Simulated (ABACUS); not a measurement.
# Bi2Se3 (Paraguanajuatite) (R-3m) in ABACUS: a series of runs

One crystal, Bi2Se3 (Paraguanajuatite), is run at these levels: PBEsol; tasks: equation of state.

Everything below comes from runs of ABACUS 3.10.1. Logs are shortened: lines on timing, memory, paths and dates and some standing lists are left out, and cuts for length are marked.

## 1. The structure

It takes space group R-3m (No. 166, trigonal). Conventional cell: a = 4.143 Å, b = 4.143 Å, c = 28.636 Å, α = 90.00°, β = 90.00°, γ = 120.00°. Bi (site symmetry 3m) is surrounded by 6 Se at 2.85 to 3.07 Å. Se (site symmetry 3m) is surrounded by 3 Bi at 2.85 Å. Around Se (site symmetry -3m) lie 6 Bi at 3.07 Å.

## 2. Equation of state, PBEsol, 26.68 Å³/atom (volume scaled by 0.94)

The input, INPUT:

```
INPUT_PARAMETERS
suffix              Bi2Se3
calculation         scf
basis_type          lcao
pseudo_dir          ./
orbital_dir         ./
symmetry            1
dft_functional      pbesol
ecutwfc             100
pseudo_rcut         7
nspin               1
nbands              47
ks_solver           genelpa
smearing_method     fd
smearing_sigma      0.00367493
scf_thr             1e-07
scf_nmax            100
mixing_type         broyden
mixing_beta         0.7
cal_force           1
cal_stress          1
out_mul             1
```

The input, STRU:

```
ATOMIC_SPECIES
Bi 208.9804 Bi.upf
Se 78.9710 Se.upf

NUMERICAL_ORBITAL
Bi_confined-atom_8au_2s2p2d.orb
Se_confined-atom_7au_2s2p2d.orb

LATTICE_CONSTANT
1.8897261246

LATTICE_VECTORS
2.0292126242 1.1715664548 9.3504759364
-2.0292126242 1.1715664548 9.3504759364
0.0000000000 -2.3431329097 9.3504759364

ATOMIC_POSITIONS
Cartesian

Bi
0.0
2
0.0000000000 -0.0000000001 16.8084155433 1 1 1
0.0000000000 0.0000000000 11.2430122659 1 1 1

Se
0.0
3
0.0000000000 -0.0000000001 22.1129405420 1 1 1
0.0000000000 0.0000000000 5.9384872672 1 1 1
0.0000000000 0.0000000000 0.0000000000 1 1 1
```

The input, KPT:

```
K_POINTS
0
Gamma
6 6 6 0 0 0
```

Potentials or basis: PseudoDojo NC SR 0.4.1 PBE standard, DZP LCAO (the cutoffs set its grid).

On the command line:

```console
$ OMP_NUM_THREADS=1 mpirun -np 4 abacus > log
```

running log:

```text
ABACUS v3.10.1

               Atomic-orbital Based Ab-initio Computation at UStc

 ------------------------------------------------------------------------------------

 READING GENERAL INFORMATION
                           global_out_dir = OUT.Bi2Se3/
                           global_in_card = INPUT
                               pseudo_dir = ./
                              orbital_dir = ./
                                    DSIZE = 4
                                    GSIZE = 1

 READING UNITCELL INFORMATION
                                    ntype = 2
                  lattice constant (Bohr) = 1.88973
              lattice constant (Angstrom) = 1

 READING ATOM TYPE 1
                               atom label = Bi
                      L=0, number of zeta = 2
                      L=1, number of zeta = 2
                      L=2, number of zeta = 2
             number of atom for this type = 2

 READING ATOM TYPE 2
                               atom label = Se
                      L=0, number of zeta = 2
                      L=1, number of zeta = 2
                      L=2, number of zeta = 2
             number of atom for this type = 3

                        TOTAL ATOM NUMBER = 5
CARTESIAN COORDINATES ( UNIT =       1.889726124600 Bohr ).
    atom                   x                   y                   z     mag                  vx                  vy                  vz
tauc_Bi1            0.0000000000       -0.0000000001       16.8084155433  0.0000        0.0000000000        0.0000000000        0.0000000000
tauc_Bi2            0.0000000000       -0.0000000000       11.2430122659  0.0000        0.0000000000        0.0000000000        0.0000000000
tauc_Se1            0.0000000000       -0.0000000001       22.1129405420  0.0000        0.0000000000        0.0000000000        0.0000000000
tauc_Se2            0.0000000000        0.0000000000        5.9384872672  0.0000        0.0000000000        0.0000000000        0.0000000000
tauc_Se3            0.0000000000        0.0000000000        0.0000000000  0.0000        0.0000000000        0.0000000000        0.0000000000

                          Volume (Bohr^3) = 900.07
                             Volume (A^3) = 133.376

 Lattice vectors: (Cartesian coordinate: in unit of a_0)
             +2.02921            +1.17157            +9.35048
             -2.02921            +1.17157            +9.35048
                   +0            -2.34313            +9.35048
 Reciprocal vectors: (Cartesian coordinate: in unit of 2 pi/a_0)
            +0.246401            +0.14226          +0.0356488
            -0.246401            +0.14226          +0.0356488
                   +0           -0.284519          +0.0356488
 The esolver type has been set to : ksdft_lcao

                PAO radial cut off (Bohr) = 7

 Read in pseudopotential file is Bi.upf
                     pseudopotential type = NC
          exchange-correlation functional = PBE
                 nonlocal core correction = 1
                        valence electrons = 15
                                     lmax = 2
                           number of zeta = 3
[... 5 lines left out ...]
                           L of projector = 2
                           L of projector = 2
 XC functional updated to : pbesol
          exchange-correlation functional = PBESOL
                PAO radial cut off (Bohr) = 7

 Read in pseudopotential file is Se.upf
                     pseudopotential type = NC
          exchange-correlation functional = PBE
                 nonlocal core correction = 1
                        valence electrons = 16
                                     lmax = 2
                           number of zeta = 3
[... 5 lines left out ...]
                           L of projector = 2
                           L of projector = 2
 XC functional updated to : pbesol
          exchange-correlation functional = PBESOL
     initial pseudo atomic orbital number = 45

 SETUP THE ELECTRONS NUMBER
            electron number of element Bi = 15
      total electron number of element Bi = 30
            electron number of element Se = 16
      total electron number of element Se = 48
            AUTOSET number of electrons:  = 78
                           occupied bands = 39
                                   NLOCAL = 90
                                   NBANDS = 47
                                   NBANDS = 47
                                   NLOCAL = 90

%%%%%%%%%%%%%%%%%%%%%%%%%%%%%%%%%%%%%%%%%%%%%%%%%%%%%%%%%%%%%%%%%%%%%%%%%%%%%%%%%%%%%%%%%%%%%%%%%%%%%%%%%%
 Warning: the number of valence electrons in pseudopotential > 5 for Bi: [Xe] 4f14 5d10 6s2 6p3
 Warning: the number of valence electrons in pseudopotential > 6 for Se: [Ar] 3d10 4s2 4p4
 Pseudopotentials with additional electrons can yield (more) accurate outcomes, but may be less efficient.
[... 92 lines left out ...]
                     BRAVAIS LATTICE NAME = 07. Rhombohedral (Trigonal) cell
                                    ibrav = 7
                       right hand lattice = 1
                        ROTATION MATRICES = 12
                               nkstot_ibz = 32
K-POINTS REDUCTION ACCORDING TO SYMMETRY
     IBZ    DIRECT_X    DIRECT_Y    DIRECT_Z  WEIGHT  ibz2bz
       1  0.00000000  0.00000000  0.00000000  0.0046       0
       2  0.16666667  0.00000000  0.00000000  0.0278       1
       3  0.33333333  0.00000000  0.00000000  0.0278       2
       4  0.50000000  0.00000000  0.00000000  0.0139       3
       5  0.16666667  0.16666667  0.00000000  0.0278       7
       6  0.33333333  0.16666667  0.00000000  0.0556       8
[... 22 lines left out ...]
      29 -0.33333333  0.33333333  0.33333333  0.0278      88
      30  0.50000000  0.50000000  0.33333333  0.0278      93
[... 2 further k points ...]

                               nkstot now = 32
[... K-POINTS DIRECT COORDINATES: 32 rows ...]

           k-point number in this process = 32
       minimum distributed K point number = 32
[... stars of the k points ...]

[... K-POINTS CARTESIAN COORDINATES: 32 rows ...]

[... K-POINTS DIRECT COORDINATES: 32 rows ...]

 SETUP PLANE WAVES FOR WAVE FUNCTIONS
     energy cutoff for wavefunc (unit:Ry) = 100
              fft grid for wave functions = [ 120, 120, 120 ]
                    number of plane waves = 18709
                         number of sticks = 1253

 PARALLEL PW FOR WAVE FUNCTIONS
     PROC   COLUMNS(POT)             PW
        1            313           4677
        2            313           4677
        3            313           4677
        4            314           4678
 --------------- sum -------------------
        4           1253          18709

 SET NONLOCAL PSEUDOPOTENTIAL PROJECTORS
 SET NONLOCAL PSEUDOPOTENTIAL PROJECTORS
 max number of nonlocal projetors among all species is 6

 -------------------------------------------
 SELF-CONSISTENT
 -------------------------------------------

 SETUP SEARCHING RADIUS FOR PROGRAM TO SEARCH ADJACENT ATOMS
                  longest orb rcut (Bohr) = 8
   longest nonlocal projector rcut (Bohr) = 2.54
                     search radius (Bohr) = 21.1
              searching radius is (Bohr)) = 21.1
         searching radius unit is (Bohr)) = 1.89
                         PeriodicBoundary = 1
                        Radius(unit:lat0) = 11.2
                                   glayer = [ 5, 5, 5 ]
                             glayer_minus = [ 4, 4, 4 ]

Find the coordinate range of the input atom(unit:lat0).
                                  min_tau = [ -16.2, -18.7, -112 ]
                                  max_tau = [ 16.2, 18.7, 134 ]
                                BoxNumber = [ 9, 9, 9 ]

 SETUP EXTENDED REAL SPACE GRID FOR GRID INTEGRATION
                          real space grid = [ 120, 120, 120 ]
                 big cell numbers in grid = [ 40, 40, 40 ]
             meshcell numbers in big cell = [ 3, 3, 3 ]
                        extended fft grid = [ 49, 49, 49 ]
                dimension of extened grid = [ 139, 139, 139 ]
                            UnitCellTotal = 125

              Atom number in sub-FFT-grid = 5
    Local orbitals number in sub-FFT-grid = 90
                                ParaV.nnr = 44469
                                 init_chg = atomic

 LCAO ALGORITHM --------------- ION=   1  ELEC=   1--------------------------------

 Density error is 0.0394928938621
----------------------------------------------------------
     Energy           Rydberg                 eV
----------------------------------------------------------
 E_KohnSham     -1053.5049316601     -14333.6699416775
 E_Harris       -1050.5697195197     -14293.7343317297
 E_Fermi        0.7669009555         10.4342227960
----------------------------------------------------------
[... 91 lines left out ...]
 Density error is 2.21325940693e-08
----------------------------------------------------------
     Energy           Rydberg                 eV
----------------------------------------------------------
 E_KohnSham     -1053.5799486089     -14334.6905996281
 E_KS(sigma->0) -1053.5799375864     -14334.6904496588
 E_Harris       -1053.5799496807     -14334.6906142115
 E_band         -91.1542100857       -1240.2166538547
 E_one_elec     -496.2462341008      -6751.7763948121
 E_Hartree      278.4250481948       3788.1671213743
 E_xc           -229.9358044878      -3128.4371152477
 E_Ewald        -605.8229361701      -8242.6439110040
 E_entropy(-TS) -0.0000220451        -0.0002999385
 E_descf        0.0000000000         0.0000000000
 E_exx          0.0000000000         0.0000000000
 E_Fermi        0.7766966575         10.5675001598
----------------------------------------------------------

 charge density convergence is achieved
 final etot is -14334.6906 eV
 EFERMI = 10.56750016 eV

 STATE ENERGY(eV) AND OCCUPATIONS    NSPIN == 1
 1/32 kpoint (Cartesian) = 0.0000 0.0000 0.0000 (3773 pws)
       1       -36.9021     0.00925926
       2       -36.9021     0.00925926
       3       -36.9019     0.00925926
       4       -36.9019     0.00925926
       5       -36.8833     0.00925926
       6       -36.8833     0.00925926
[... 284 lines left out ...]
      46        15.9826    1.02520e-48
      47        16.2182    9.20890e-51

[... levels at 26 further k points ...]

 correction force for each atom along direction 1 is -1.21535e-14
 correction force for each atom along direction 2 is -2.65952e-14
 correction force for each atom along direction 3 is 1.46521e-13
------------------------------------------------------------------------------------------
 TOTAL-FORCE (eV/Angstrom)
------------------------------------------------------------------------------------------
                       Bi1         0.0000000000         0.0000000000         0.5820784831
                       Bi2         0.0000000000         0.0000000000        -0.5820784831
                       Se1         0.0000000000         0.0000000000         0.9212863801
                       Se2         0.0000000000         0.0000000000        -0.9212863801
                       Se3         0.0000000000         0.0000000000         0.0000000000
------------------------------------------------------------------------------------------

----------------------------------------------------------------
 TOTAL-STRESS (KBAR)
----------------------------------------------------------------
        58.3119504949        -0.0000000000         0.0000000000
        -0.0000000000        58.3119504941         0.0000000002
        -0.0000000000         0.0000000002        56.2762497392
----------------------------------------------------------------
 TOTAL-PRESSURE: 57.633384 KBAR

 --------------------------------------------
 !FINAL_ETOT_IS -14334.6905996280856925 eV
 --------------------------------------------
```

Run time: 37 s. Hardware: 4 MPI ranks of AMD EPYC 7R43 (Zen 3), shared host; peak memory 1 GiB.

What came out:

```yaml
Free_energy: -14334.6906 eV
Pressure: 5.8 GPa
Largest_force: 0.921 eV/Å
Band_gap_on_the_k_mesh: 0.25 eV, direct
Mulliken_charges: Bi +0.48; Se -0.27, -0.41 e
```

Caveat: the atomic orbitals were generated for these runs and aren't a published set; Mulliken charges move with the basis; the potentials were made for another functional, which shifts forces and pressure; spin-orbit coupling is left out, which as a rule narrows the gap of such compounds by several tenths of an eV; the basis of atomic orbitals isn't converged, which shifts pressures, moduli and gaps.

## 3. Equation of state, PBEsol, 27.81 Å³/atom (volume scaled by 0.98)

INPUT is that of step 2.

The input, STRU:

```
ATOMIC_SPECIES
Bi 208.9804 Bi.upf
Se 78.9710 Se.upf

NUMERICAL_ORBITAL
Bi_confined-atom_8au_2s2p2d.orb
Se_confined-atom_7au_2s2p2d.orb

LATTICE_CONSTANT
1.8897261246

LATTICE_VECTORS
2.0575968965 1.1879541221 9.4812687632
-2.0575968965 1.1879541221 9.4812687632
0.0000000000 -2.3759082442 9.4812687632

ATOMIC_POSITIONS
Cartesian

Bi
0.0
2
0.0000000000 0.0000000000 17.0435287287 1 1 1
0.0000000000 0.0000000000 11.4002775609 1 1 1

Se
0.0
3
0.0000000000 0.0000000000 22.4222524981 1 1 1
0.0000000000 0.0000000000 6.0215537915 1 1 1
0.0000000000 0.0000000000 0.0000000000 1 1 1
```

KPT is that of step 2.

Potentials or basis: PseudoDojo NC SR 0.4.1 PBE standard, DZP LCAO (the cutoffs set its grid).

On the command line:

```console
$ OMP_NUM_THREADS=1 mpirun -np 4 abacus > log
```

Run time: 35 s. Hardware: 4 MPI ranks of AMD EPYC 7R43 (Zen 3), shared host; peak memory 1 GiB.

Results (log left out):

* Free energy: -14334.8341 eV
* Pressure: 2.5 GPa
* Largest force: 0.542 eV/Å
* Band gap on the k mesh: 0.27 eV, direct
* Mulliken charges: Bi +0.51; Se -0.29, -0.46 e

Caveat: the atomic orbitals were generated for these runs and aren't a published set; Mulliken charges move with the basis; the potentials were made for another functional, which shifts forces and pressure; spin-orbit coupling is left out, which as a rule narrows the gap of such compounds by several tenths of an eV; the basis of atomic orbitals isn't converged, which shifts pressures, moduli and gaps.

## 4. Equation of state, PBEsol, 28.95 Å³/atom (volume scaled by 1.02)

INPUT is that of step 3.

The input, STRU:

```
ATOMIC_SPECIES
Bi 208.9804 Bi.upf
Se 78.9710 Se.upf

NUMERICAL_ORBITAL
Bi_confined-atom_8au_2s2p2d.orb
Se_confined-atom_7au_2s2p2d.orb

LATTICE_CONSTANT
1.8897261246

LATTICE_VECTORS
2.0852189429 1.2039017179 9.6085493036
-2.0852189429 1.2039017179 9.6085493036
0.0000000000 -2.4078034360 9.6085493036

ATOMIC_POSITIONS
Cartesian

Bi
0.0
2
0.0000000000 -0.0000000001 17.2723282282 1 1 1
0.0000000000 -0.0000000001 11.5533196826 1 1 1

Se
0.0
3
0.0000000000 -0.0000000002 22.7232582481 1 1 1
0.0000000000 0.0000000000 6.1023896627 1 1 1
0.0000000000 0.0000000000 0.0000000000 1 1 1
```

KPT is that of step 3.

On the command line:

```console
$ OMP_NUM_THREADS=1 mpirun -np 4 abacus > log
```

It took 33 s on 4 MPI ranks of AMD EPYC 7R43 (Zen 3), shared host; peak memory 1 GiB.

The run converged. Its results:

- Free energy: -14334.8723 eV
- Pressure: -0.2 GPa
- Largest force: 0.291 eV/Å
- Band gap on the k mesh: 0.29 eV, direct
- Mulliken charges: Bi +0.55; Se -0.30, -0.49 e

Caveat: the atomic orbitals were generated for these runs and aren't a published set; Mulliken charges move with the basis; the potentials were made for another functional, which shifts forces and pressure; spin-orbit coupling is left out, which as a rule narrows the gap of such compounds by several tenths of an eV; the basis of atomic orbitals isn't converged, which shifts pressures, moduli and gaps.

## 5. Equation of state, PBEsol, 30.08 Å³/atom (volume scaled by 1.06)

INPUT is that of step 4.

The input, STRU:

```
ATOMIC_SPECIES
Bi 208.9804 Bi.upf
Se 78.9710 Se.upf

NUMERICAL_ORBITAL
Bi_confined-atom_8au_2s2p2d.orb
Se_confined-atom_7au_2s2p2d.orb

LATTICE_CONSTANT
1.8897261246

LATTICE_VECTORS
2.1121279616 1.2194376472 9.7325442609
-2.1121279616 1.2194376472 9.7325442609
0.0000000000 -2.4388752945 9.7325442609

ATOMIC_POSITIONS
Cartesian

Bi
0.0
2
0.0000000000 -0.0000000001 17.4952215634 1 1 1
0.0000000000 0.0000000000 11.7024112193 1 1 1

Se
0.0
3
0.0000000000 -0.0000000001 23.0164939226 1 1 1
0.0000000000 0.0000000000 6.1811388601 1 1 1
0.0000000000 0.0000000000 0.0000000000 1 1 1
```

KPT is that of step 4.

On the command line:

```console
$ OMP_NUM_THREADS=1 mpirun -np 4 abacus > log
```

Run time: 36 s. Hardware: 4 MPI ranks of AMD EPYC 7R43 (Zen 3), shared host; peak memory 1.1 GiB.

It converged, with:

```yaml
Free_energy: -14334.8256 eV
Pressure: -2.4 GPa
Largest_force: 0.173 eV/Å
Band_gap_on_the_k_mesh: 0.30 eV, direct
Mulliken_charges: Bi +0.57; Se -0.31, -0.52 e
```

Caveat: the atomic orbitals were generated for these runs and aren't a published set; Mulliken charges move with the basis; the potentials were made for another functional, which shifts forces and pressure; spin-orbit coupling is left out, which as a rule narrows the gap of such compounds by several tenths of an eV; the basis of atomic orbitals isn't converged, which shifts pressures, moduli and gaps.

## 6. Equation of state, PBEsol

Potentials or basis: PseudoDojo NC SR 0.4.1 PBE standard, DZP LCAO (the cutoffs set its grid).

This step only gathers the single runs of the series.

What came out:

* Equilibrium volume: 28.85 Å³/atom
* Bulk modulus at fixed shape and positions: 62 GPa
* Pressure derivative of the bulk modulus: 4.5 (rough: it moves with the points fitted)

Energy against volume, from the lowest point:
```csv
volume (Å³/atom),energy (meV/atom)
26.675,36.33
27.810,7.62
28.946,0.00
30.081,9.33
```

Caveat: the atomic orbitals were generated for these runs and aren't a published set; the cell was scaled at fixed shape and fractional positions, which overstates the stiffness of a crystal with free parameters, most of all of layers and chains; the potentials were made for another functional, which shifts forces and pressure; spin-orbit coupling is left out, which moves the levels of the heavy elements; the basis of atomic orbitals isn't converged, which shifts pressures, moduli and gaps.
